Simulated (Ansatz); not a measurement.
A trial structure of CaB6 was built thus: species swapped into a database cell of GdB6 (Pm-3m, No. 221), with Ca on the Gd sites. Its size is a rough estimate.

```cif
data_structure
_symmetry_space_group_name_H-M 'Pm-3m'
_symmetry_Int_Tables_number 221
_cell_length_a 4.0472
_cell_length_b 4.0472
_cell_length_c 4.0472
_cell_angle_alpha 90.000
_cell_angle_beta 90.000
_cell_angle_gamma 90.000
_cell_volume 66.29
loop_
_atom_site_label
_atom_site_type_symbol
_atom_site_symmetry_multiplicity
_atom_site_Wyckoff_symbol
_atom_site_fract_x
_atom_site_fract_y
_atom_site_fract_z
_atom_site_occupancy
Ca1 Ca 1 a 0.00000 0.00000 0.00000 1
B1 B 6 f 0.20700 0.50000 0.50000 1
```

The calculation used DFT PBE, scalar-relativistic, plane waves, PAW (Ansatz). Cutoff 420 eV, Gaussian smearing, Γ-centred meshes. Cell and atoms relax first on a coarse mesh, the cell is then made exact in the group found at 0.06 to 0.08 Å, and last on a converged mesh; the steps can't lower the symmetry of their start. No spin polarisation.

A guess keeps its type if space group and coordination stay and the shape of the cell changes little (axis ratios within about 15 %, angles within 6°); the volume may change.

Question: Does it keep its structure type, or change into something else?

Answer: It keeps its type. The symmetry stays Pm-3m (No. 221). The volume per atom grows by 7.7 %, from 9.5 to 10.2 Å³. The shortest distance goes from 1.68 Å (B–B) to 1.67 Å (B–B). Counting neighbours within 15 % of an atom's shortest distance, the start has B 5, Ca 24 and the end B 5, Ca 24.

Formation energies are uncorrected and refer to the elements' standard structures at the same level.

Question: At what energy does it end?

Answer: −0.409 eV/atom. Whether it is stable depends on the other phases of the system, which aren't compared here.

The last run used an 8×8×8 mesh for its 7-atom cell and Gaussian smearing of 0.01 eV. A later test with randomly moved atoms came back to the same energy, though modes that don't fit the test's cell weren't probed.